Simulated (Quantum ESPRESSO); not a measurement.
Crystal: Nb.

```
Nb
1.0
    -1.66395    1.66395    1.66395
     1.66395   -1.66395    1.66395
     1.66395    1.66395   -1.66395
Nb
1
Direct
  0.00000 0.00000 0.00000
```

| Property | Result |
| --- | --- |
| Program | Quantum ESPRESSO 7.5 |
| Task | single point |
| Functional | PBEsol |
| Potentials or basis | GBRV 1.5 PBEsol |
| Cutoff | 612 eV |
| Density cutoff | 4898 eV |
| k mesh | 11 × 11 × 11 |
| Occupations | fermi-dirac, width 0.05 eV |
| Spin | no spin polarisation |

On this cell: pressure -8.3 GPa; band gap on the k mesh none (metal or under the smearing width).

The same run follows on a disturbed copy (cell strained at random at fixed volume):

```
CELL_PARAMETERS angstrom
-1.65481 1.66189 1.66310
1.61189 -1.66978 1.62806
1.70285 1.71781 -1.67098
ATOMIC_POSITIONS crystal
Nb 0.99711 0.99235 0.00528
```

Question: What does the disturbed cell give?

Answer: The energy (extrapolated to zero smearing) moves by +3.3 meV/atom; pressure -8.4 GPa; band gap on the k mesh none (metal or under the smearing width).

Stress tensor (GPa, compression positive):
```
-8.00 -0.63  0.37
-0.63 -9.84  0.20
 0.37  0.20 -7.35
```
